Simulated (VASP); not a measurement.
A run of VASP 6.6.1 is set up as follows.

File INCAR:

```
SYSTEM = Sb
  ALGO = Normal
  BPARAM = 11.95
  CPARAM = 0.0093
  EDIFF = 1E-6
  ENCUT = 520
  ICORELEVEL = 1
  ISIF = 2
  ISMEAR = 1
  IVDW_NL = 2
  LASPH = .True.
  LCHARG = .False.
  LMIXTAU = .True.
  LREAL = .False.
  LUSE_VDW = .True.
  LWAVE = .False.
  METAGGA = R2SCAN
  NBANDS = 12
  NELM = 80
  PREC = Accurate
  SIGMA = 0.1
```

KPOINTS

```
k-points
0
Gamma
  12 12 10
  0 0 0
```

Contents of POSCAR:

```
Sb                                      
1.0
    2.1675673745      1.2514456072      3.7818958209
   -2.1675673745      1.2514456072      3.7818958209
    0.0000000000     -2.5028912144      3.7818958209
  Sb            
     2
Direct
     0.2336187601088619    0.2336187601088619    0.2336187601088619
     0.7663812398911380    0.7663812398911380    0.7663812398911380
```

File KPOINTS_OPT:

```
explicit points
98
Reciprocal
 0.0000000000  0.0000000000  0.0000000000 1
 0.0555555556  0.0000000000  0.0000000000 1
 0.1111111111  0.0000000000  0.0000000000 1
 0.1666666667  0.0000000000  0.0000000000 1
 0.2222222222  0.0000000000  0.0000000000 1
 0.2777777778  0.0000000000  0.0000000000 1
 0.3333333333  0.0000000000  0.0000000000 1
 0.3888888889  0.0000000000  0.0000000000 1
 0.4444444444  0.0000000000  0.0000000000 1
 0.5000000000  0.0000000000  0.0000000000 1
 0.5000000000  0.0000000000  0.0000000000 1
 0.5000000000  0.0266319294 -0.0266319294 1
 0.5000000000  0.0532638587 -0.0532638587 1
 0.5000000000  0.0798957881 -0.0798957881 1
 0.5000000000  0.1065277175 -0.1065277175 1
 0.5000000000  0.1331596468 -0.1331596468 1
 0.5000000000  0.1597915762 -0.1597915762 1
 0.5000000000  0.1864235056 -0.1864235056 1
 0.5000000000  0.2130554349 -0.2130554349 1
 0.5000000000  0.2396873643 -0.2396873643 1
 0.7603126357  0.5000000000  0.2396873643 1
 0.7313890095  0.5000000000  0.2686109905 1
 0.7024653833  0.5000000000  0.2975346167 1
 0.6735417571  0.5000000000  0.3264582429 1
 0.6446181309  0.5000000000  0.3553818691 1
 0.6156945048  0.5000000000  0.3843054952 1
 0.5867708786  0.5000000000  0.4132291214 1
 0.5578472524  0.5000000000  0.4421527476 1
 0.5289236262  0.5000000000  0.4710763738 1
 0.5000000000  0.5000000000  0.5000000000 1
 0.5000000000  0.5000000000  0.5000000000 1
 0.4444444444  0.4444444444  0.4444444444 1
 0.3888888889  0.3888888889  0.3888888889 1
 0.3333333333  0.3333333333  0.3333333333 1
 0.2777777778  0.2777777778  0.2777777778 1
 0.2222222222  0.2222222222  0.2222222222 1
 0.1666666667  0.1666666667  0.1666666667 1
 0.1111111111  0.1111111111  0.1111111111 1
 0.0555555556  0.0555555556  0.0555555556 1
 0.0000000000  0.0000000000  0.0000000000 1
 0.0000000000  0.0000000000  0.0000000000 1
 0.0410937425  0.0000000000 -0.0410937425 1
 0.0821874849  0.0000000000 -0.0821874849 1
 0.1232812274  0.0000000000 -0.1232812274 1
 0.1643749699  0.0000000000 -0.1643749699 1
 0.2054687123  0.0000000000 -0.2054687123 1
 0.2465624548  0.0000000000 -0.2465624548 1
 0.2876561973  0.0000000000 -0.2876561973 1
 0.3287499397  0.0000000000 -0.3287499397 1
 0.3698436822  0.0000000000 -0.3698436822 1
 0.6301563178  0.3698436822  0.0000000000 1
 0.6156945047  0.3843054953  0.0000000000 1
 0.6012326916  0.3987673084  0.0000000000 1
 0.5867708785  0.4132291215  0.0000000000 1
 0.5723090654  0.4276909346  0.0000000000 1
 0.5578472524  0.4421527476  0.0000000000 1
 0.5433854393  0.4566145607  0.0000000000 1
 0.5289236262  0.4710763738  0.0000000000 1
 0.5144618131  0.4855381869  0.0000000000 1
 0.5000000000  0.5000000000  0.0000000000 1
 0.5000000000  0.5000000000  0.0000000000 1
 0.5144618131  0.5144618131  0.0266319294 1
 0.5289236262  0.5289236262  0.0532638587 1
 0.5433854393  0.5433854393  0.0798957881 1
 0.5578472524  0.5578472524  0.1065277175 1
 0.5723090654  0.5723090654  0.1331596468 1
 0.5867708785  0.5867708785  0.1597915762 1
 0.6012326916  0.6012326916  0.1864235056 1
 0.6156945047  0.6156945047  0.2130554349 1
 0.6301563178  0.6301563178  0.2396873643 1
 0.6301563178  0.6301563178  0.2396873643 1
 0.6156945047  0.6156945047  0.2686109905 1
 0.6012326916  0.6012326916  0.2975346167 1
 0.5867708785  0.5867708785  0.3264582429 1
 0.5723090654  0.5723090654  0.3553818691 1
 0.5578472524  0.5578472524  0.3843054952 1
 0.5433854393  0.5433854393  0.4132291214 1
 0.5289236262  0.5289236262  0.4421527476 1
 0.5144618131  0.5144618131  0.4710763738 1
 0.5000000000  0.5000000000  0.5000000000 1
 0.5000000000  0.0000000000  0.0000000000 1
 0.5289236262  0.0410937425  0.0410937425 1
 0.5578472524  0.0821874849  0.0821874849 1
 0.5867708786  0.1232812274  0.1232812274 1
 0.6156945048  0.1643749699  0.1643749699 1
 0.6446181309  0.2054687123  0.2054687123 1
 0.6735417571  0.2465624548  0.2465624548 1
 0.7024653833  0.2876561973  0.2876561973 1
 0.7313890095  0.3287499397  0.3287499397 1
 0.7603126357  0.3698436822  0.3698436822 1
 0.0000000000  0.0000000000  0.0000000000 1
 0.7603126357  0.5000000000  0.2396873643 1
 0.5000000000  0.2396873643 -0.2396873643 1
 0.5000000000  0.5000000000  0.0000000000 1
 0.5000000000  0.0000000000  0.0000000000 1
 0.7603126357  0.3698436822  0.3698436822 1
 0.6301563178  0.6301563178  0.2396873643 1
 0.6301563178  0.3698436822  0.0000000000 1
```

Potentials or basis: VASP PAW PBE potentials, release 64 (Sb).

Run with:

```sh
$ cat potpaw_PBE.64/Sb/POTCAR > POTCAR
$ mpirun -np 1 vasp_std > vasp.out
```

Q: Predict the band gap along the path.

A: None (metal or under the smearing width).

Q: What does it give for the pressure?

A: 0.0 GPa.

Levels at the corners of the path, in eV from the Fermi level:
| point | band 3 | band 4 | band 5 | band 6 | band 7 | band 8 |
| --- | --- | --- | --- | --- | --- | --- |
| Γ | -2.25 | -1.99 | -1.99 | 2.12 | 2.74 | 2.74 |
| L | -2.12 | -1.99 | -0.37 | -0.12 | 0.29 | 0.48 |
| L | -2.12 | -1.99 | -0.37 | -0.12 | 0.29 | 0.48 |
| B1 | -5.20 | -5.05 | -0.86 | 0.73 | 4.81 | 4.88 |
| B | -5.20 | -5.05 | -0.86 | 0.73 | 4.81 | 4.88 |
| Z | -1.47 | -1.47 | -0.39 | 0.08 | 0.08 | 1.22 |
| Z | -1.47 | -1.47 | -0.39 | 0.08 | 0.08 | 1.22 |
| Γ | -2.25 | -1.99 | -1.99 | 2.12 | 2.74 | 2.74 |
| Γ | -2.25 | -1.99 | -1.99 | 2.12 | 2.74 | 2.74 |
| X | -5.51 | -3.36 | -3.06 | 2.86 | 3.32 | 4.39 |
| Q | -5.51 | -3.36 | -3.06 | 2.86 | 3.32 | 4.39 |
| F | -5.63 | -3.96 | -3.88 | 1.71 | 5.07 | 5.73 |
| F | -5.63 | -3.96 | -3.88 | 1.71 | 5.07 | 5.73 |
| P1 | -5.56 | -3.42 | -2.84 | 2.58 | 3.23 | 4.89 |
| P1 | -5.56 | -3.42 | -2.84 | 2.58 | 3.23 | 4.89 |
| Z | -1.47 | -1.47 | -0.39 | 0.08 | 0.08 | 1.22 |
| L | -2.12 | -1.99 | -0.37 | -0.12 | 0.29 | 0.48 |
| P | -5.56 | -3.42 | -2.84 | 2.58 | 3.23 | 4.89 |

Caveat: the PAW data sets were made with another functional, which shifts forces and pressure a little; spin-orbit coupling is left out, which moves the levels of the heavy elements; pairwise dispersion overbinds metals, which lowers pressure and volume.
